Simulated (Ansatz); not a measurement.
SnSe:

```
Sn Se
1.0
    11.42000    0.00000    0.00000
     0.00000    4.19000    0.00000
     0.00000    0.00000    4.46000
Sn Se
4 4
Direct
  0.87700 0.75000 0.90900
  0.62300 0.25000 0.40900
  0.37700 0.75000 0.59100
  0.12300 0.25000 0.09100
  0.64300 0.75000 0.98400
  0.85700 0.25000 0.48400
  0.14300 0.75000 0.51600
  0.35700 0.25000 0.01600
```

| Item | Value |
| --- | --- |
| Program | Ansatz 0.2.0 |
| Task | relaxation of cell and atoms |
| Functional | RPBE |
| Dispersion | D4 |
| Potentials or basis | Ansatz PAW |
| Cutoff | 420 eV (not typed: the program's choice for these potentials) |
| k mesh | 3 × 6 × 6 |
| Occupations | fermi-dirac, width 0.05 eV |
| Spin | no spin polarisation |

At the start: volume 26.68 Å³/atom.

Problem. Where does the relaxation end?

Solution. It ends after 13 steps and the volume is 27.91 Å³/atom (+4.6 %); space group Pnma (No. 62, to 0.05 Å).

Step by step:
```
step  energy change (eV)  largest force (eV/Å)  volume (Å³)
   1              0.0000                0.2570       213.41
   2             -0.1997                0.2782       232.97
   3             -0.3684                0.1319       222.23
   4             -0.3730                0.1205       223.13
   5             -0.3746                0.0993       223.16
   6             -0.3778                0.0355       222.71
   7             -0.3786                0.0190       223.08
   8             -0.3787                0.0176       223.14
   9             -0.3791                0.0143       223.35
  10             -0.3794                0.0093       223.45
  11             -0.3796                0.0103       223.49
  12             -0.3798                0.0032       223.30
  13             -0.3816                0.0032       223.30
```

Final structure:
```yaml
crystal:
  lattice:
    - [11.75439, 0.00000, 0.00000]
    - [0.00000, 4.21272, 0.00000]
    - [0.00000, 0.00000, 4.50941]
  atoms:
    - { symbol: Sn, position: [0.87429, 0.75000, 0.88962] }
    - { symbol: Sn, position: [0.62571, 0.25000, 0.38962] }
    - { symbol: Sn, position: [0.37429, 0.75000, 0.61038] }
    - { symbol: Sn, position: [0.12571, 0.25000, 0.11038] }
    - { symbol: Se, position: [0.64195, 0.75000, 0.97663] }
    - { symbol: Se, position: [0.85805, 0.25000, 0.47663] }
    - { symbol: Se, position: [0.14195, 0.75000, 0.52337] }
    - { symbol: Se, position: [0.35805, 0.25000, 0.02337] }
```

Caveat: the plane-wave basis is chosen anew once the cell has moved, so the energies of steps on either side of that aren't comparable; the PAW data sets come from PBE, with cores solved anew for the run's functional, which leaves a small shift of forces and pressure.
